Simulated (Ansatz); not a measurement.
# CuO: the cost of one run

Program: Ansatz 0.2.0. Level of theory: DFT PBE+U (U_eff = 8 eV on Cu d), plane waves, PAW. These are calculated values, not measurements.

### Step 1. Starting point

The structure is hexagonal, space group P6_3/mmc (No. 194). The conventional cell has a = 3.180 Å, b = 3.180 Å, c = 4.431 Å, α = 90.00°, β = 90.00°, γ = 120.00°. Cu (site symmetry -3m) has 6 O at 2.14 Å and 2 Cu at 2.22 Å as nearest neighbours. O (site symmetry -6m2) has 6 Cu at 2.14 Å as nearest neighbours.

As a file:

```
CELL_PARAMETERS angstrom
3.17953 0.00000 0.00000
-1.58977 2.75356 0.00000
0.00000 0.00000 4.43149
ATOMIC_POSITIONS crystal
Cu 0.00000 0.00000 0.00000
Cu 0.00000 0.00000 0.50000
O 0.33333 0.66667 0.25000
O 0.66667 0.33333 0.75000
```

Magnetic order typed: opposed in the cell.

An earlier series on this cell reached its lowest free state from «natural orbitals of the symmetric run, filled by rank», perhaps among other starts.

### Step 2. Random orbitals: single harmonics, second filling

Input file input.yaml:

```yaml
crystal:
  lattice:
    - [3.1795331, 0.0, 0.0]
    - [-1.58976655, 2.75355644, 0.0]
    - [0.0, 0.0, 4.43149073]
  atoms:
    - { symbol: Cu, position: [0.0, 0.0, 0.0], spin: 1.0 }
    - { symbol: Cu, position: [0.0, 0.0, 0.5], spin: -1.0 }
    - { symbol: O, position: [0.3333333333, 0.6666666667, 0.25] }
    - { symbol: O, position: [0.6666666667, 0.3333333333, 0.75] }
basis:
  ecutwfc: 420
  ecutrho_ratio: 4
kpoints:
  mp_grid: { grid: [7, 7, 4] }
hamiltonian:
  xc: pbe
  hubbard:
    sites:
      - { site: 0, l: d, u_eff: 8.0, starting_ns: [{ spin: up, occupation_matrix: s0up }, { spin: down, occupation_matrix: s0down }] }
      - { site: 1, l: d, u_eff: 8.0, starting_ns: [{ spin: up, occupation_matrix: s1up }, { spin: down, occupation_matrix: s1down }] }
    occupation_matrices:
      s0up:
        matrix:
          - [0.97, 0.0, 0.0, 0.0, 0.0]
          - [0.0, 0.97, 0.0, 0.0, 0.0]
          - [0.0, 0.0, 0.97, 0.0, 0.0]
          - [0.0, 0.0, 0.0, 0.97, 0.0]
          - [0.0, 0.0, 0.0, 0.0, 0.97]
      s0down:
        matrix:
          - [0.97, 0.0, 0.0, 0.0, 0.0]
          - [0.0, 0.97, 0.0, 0.0, 0.0]
          - [0.0, 0.0, 0.97, 0.0, 0.0]
          - [0.0, 0.0, 0.0, 0.97, 0.0]
          - [0.0, 0.0, 0.0, 0.0, 0.02]
      s1up:
        matrix:
          - [0.97, 0.0, 0.0, 0.0, 0.0]
          - [0.0, 0.97, 0.0, 0.0, 0.0]
          - [0.0, 0.0, 0.97, 0.0, 0.0]
          - [0.0, 0.0, 0.0, 0.97, 0.0]
          - [0.0, 0.0, 0.0, 0.0, 0.02]
      s1down:
        matrix:
          - [0.97, 0.0, 0.0, 0.0, 0.0]
          - [0.0, 0.97, 0.0, 0.0, 0.0]
          - [0.0, 0.0, 0.97, 0.0, 0.0]
          - [0.0, 0.0, 0.0, 0.97, 0.0]
          - [0.0, 0.0, 0.0, 0.0, 0.97]
    ns_hold: { iters: 5 }
scf:
  occupations: { method: gaussian, width: 0.05 }
  lower_state_search: "off"
  max_iter: 150
output:
  forces: true
  stress: true
  eigenvalues: true
  populations: true
  hubbard: { sites: [{ site: 0, l: d }, { site: 1, l: d }] }
magnetization:
  spin_polarized: true
```

The typed matrices put 0.97 on the chosen orbitals and 0.02 on the others, and are held for 5 cycles.

Command:

```console
> ansatz run input.yaml --threads 2 --pin off --max-ram 3072MiB --backend cpu --events-out ev --progress --plain --runs-dir out
```

**Question.** How long does this run take on 2 threads of Arm Neoverse V1, shared host, and how much memory does it need?

About 17 s, with a peak of 0.45 GiB.
